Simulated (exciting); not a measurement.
Set up this calculation in exciting (release sodium), as the native input.

```
Task                                     : single point
Functional                               : PBE
Potentials or basis                      : all-electron LAPW+lo, shipped species files, valence relativity iora*
rgkmax                                   : 9
k mesh                                   : 9 × 9 × 9
Occupations                              : fermi-dirac, width 0.05 eV
Spin                                     : no spin polarisation
gmaxvr (cutoff of density and potential) : 14 1/bohr
lmaxapw (and lmaxmat)                    : 10
lmaxvr                                   : 8
nempty                                   : 8
Valence relativity                       : iora*
epsengy                                  : 1e-05 Ha
epspot                                   : 1e-05 Ha
maxscl                                   : 60
Muffin-tin radii                         : Pb 2.3 bohr
```

The system is Pb.

```
Pb
1.0
    -2.06690    2.05040    2.08125
     1.99925   -1.93748    1.90067
     1.99103    1.86160   -1.96833
Pb
1
Direct
  0.00466 0.99633 0.00314
```

The cell isn't the ideal one: cell strained at random at fixed volume.

One way to write it, as run:

input.xml

```xml
<input>
  <title>Pb</title>
  <structure speciespath="./" tshift="false">
    <crystal scale="1">
      <basevect>-3.905882485894 3.874696335659 3.932986827699</basevect>
      <basevect>3.778031175206 -3.661308461666 3.591747643019</basevect>
      <basevect>3.762497626461 3.517923602234 -3.719598953706</basevect>
    </crystal>
    <species speciesfile="Pb.xml" rmt="2.3">
      <atom coord="0.004664000000 -0.003675000000 0.003135000000"/>
    </species>
  </structure>
  <groundstate do="fromscratch" ngridk="9 9 9" rgkmax="9" gmaxvr="14" lmaxapw="10" lmaxmat="10" lmaxvr="8" xctype="GGA_PBE" stype="Fermi Dirac" swidth="0.00183747" nempty="8" ValenceRelativity="iora*" epsengy="1e-05" epspot="1e-05" maxscl="60" tforce="true" outputlevel="normal"/>
  <properties>
    <chargedensityplot>
      <plot3d>
        <box grid="18 17 17">
          <origin coord="0 0 0"/>
          <point coord="1 0 0"/>
          <point coord="0 1 0"/>
          <point coord="0 0 1"/>
        </box>
      </plot3d>
    </chargedensityplot>
    <elfplot>
      <plot3d>
        <box grid="18 17 17">
          <origin coord="0 0 0"/>
          <point coord="1 0 0"/>
          <point coord="0 1 0"/>
          <point coord="0 0 1"/>
        </box>
      </plot3d>
    </elfplot>
    <exccplot>
      <plot3d>
        <box grid="18 17 17">
          <origin coord="0 0 0"/>
          <point coord="1 0 0"/>
          <point coord="0 1 0"/>
          <point coord="0 0 1"/>
        </box>
      </plot3d>
    </exccplot>
  </properties>
</input>
```

Potentials or basis: all-electron LAPW+lo, shipped species files, valence relativity iora*.

Launch:

```bash
$ OMP_NUM_THREADS=1 exciting_smp
```

Results of the run:

| Item | Value |
| --- | --- |
| Band gap on the k mesh | none (metal or under the smearing width) |
| All electrons inside the program's atomic spheres | Pb 79.07 (radii Pb 2.3 bohr) |

Caveat: the log's total energy holds no entropy term; the free energy is that total less TS from the occupations.

Wall time 8.6 min on 1 thread of Arm Neoverse V1 (shared host), peak memory 0.12 GiB.
